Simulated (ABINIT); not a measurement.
The system is MnO.

```xyz
2
Lattice="0.0000 2.2239 2.2239 2.2239 0.0000 2.2239 2.2239 2.2239 0.0000" Properties=species:S:1:pos:R:3 pbc="T T T"
Mn    0.0000    0.0000    0.0000
O     2.2239    2.2239    2.2239
```

The cell is a database's computed one.

Base run:

* Program: ABINIT 10.8.3 (patched build)
* Functional: LDA
* Potentials or basis: PseudoDojo NC SR LDA v0.4.1 standard
* Cutoff: 1252 eV
* k mesh: 8 × 8 × 8
* Occupations: fermi-dirac, width 0.05 eV
* Spin: collinear spin, ferromagnetic start
* Starting moments: [4.0, 0.0] μB

Its results: pressure -16.2 GPa; net moment 4.65 μB per cell; site moments Mn +4.04; O +0.24 μB.

The run is repeated on the same cell with these changes: k mesh from 8 × 8 × 8 to 6 × 6 × 6, with 4 shifts. What comes out?

Pressure -17.2 GPa; net moment 4.59 μB per cell; site moments Mn +4.00; O +0.23 μB.

Caveats: so large a pressure means that the cell lies far from this level's equilibrium, or that cutoff or potentials fall short; a cell with one magnetic atom can't hold antiferromagnetic order, which such compounds often take.
